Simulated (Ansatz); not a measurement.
## ZnS, space group F-43m: a frozen displacement of one atom, step by step

Program: Ansatz 0.2.0, Python API.

The script reads `zns.xyz`:
```text
2
Lattice="0.0 2.702 2.702 2.702 0.0 2.702 2.702 2.702 0.0" Properties=species:S:1:pos:R:3 pbc="T T T"
Zn    1.35100000    1.35100000    1.35100000
S     0.00000000    0.00000000    0.00000000
```

The cells in order, each with its output:

```python
import warnings

import ansatz as az
import numpy as np

warnings.simplefilter("ignore", az.DeckWarning)
```

```python
crystal = az.Crystal.from_extxyz("zns.xyz")
```

```python
crystal.resolved().sites[-1]
```

    Site(symbol='S', position=(0.0, 0.0, 0.0), moment=None, axis=None, held=None, saved=None)

```python
inverse = np.linalg.inv(np.array(crystal.lattice.vectors))
home = np.array(crystal.sites[1].position)
values = np.linspace(-0.2, 0.2, 5)
energies, pulls = [], []
for shift in values:
    moved = crystal.move(1, to=home + shift * inverse[2])
    calc = (
        moved.calculation()
        .pseudopotentials("paw")
        .kpoints(6, 6, 6)
        .basis(470)
        .functional(az.Functional.PBE)
        .occupations("fixed")
        .forces()
    )
    r = calc.run(threads=1, backend="cpu").report
    energies.append(r["free_energy_ev"])
    pulls.append(r["forces_ev_ang"][1][2])
```

```python
# the force is minus the slope of the free energy
print("shift (A)   dE (eV)   force along z (eV/A)")
for shift, e, f in zip(values, energies, pulls):
    print(f"{shift:8.3f} {e - energies[2]:10.5f} {f:12.4f}")
print(f"stiffness from energies {2 * np.polyfit(values, energies, 2)[0]:.3f}, from forces {-np.polyfit(values, pulls, 1)[0]:.3f} eV/A^2")
```

    shift (A)   dE (eV)   force along z (eV/A)
      -0.200    0.11427       1.1284
      -0.100    0.02883       0.5749
       0.000    0.00000       0.0000
       0.100    0.02883      -0.5749
       0.200    0.11427      -1.1284
    stiffness from energies 5.706, from forces 5.663 eV/A^2

The curvature of the energy gives 5.706 eV/Å² and the slope of the force 5.663 eV/Å², a positive curvature.

Notes:
- Of the deposited cell: the entry's cell lengths or inner coordinates differ somewhat from later room-temperature determinations.
- The structure is a deposited one; some such entries were measured under pressure or heat, so a shift against it needn't be the functional's error alone.
- All periodic images of the atom move with it, so the curvature is one diagonal element of the zone-centre force constants and no normal mode; a positive value doesn't exclude soft modes in which several atoms move.
- Timing: 11 s on 1 thread of Intel(R) Xeon(R) Processor @ 2.30GHz (shared host), peak memory 0.52 GiB.
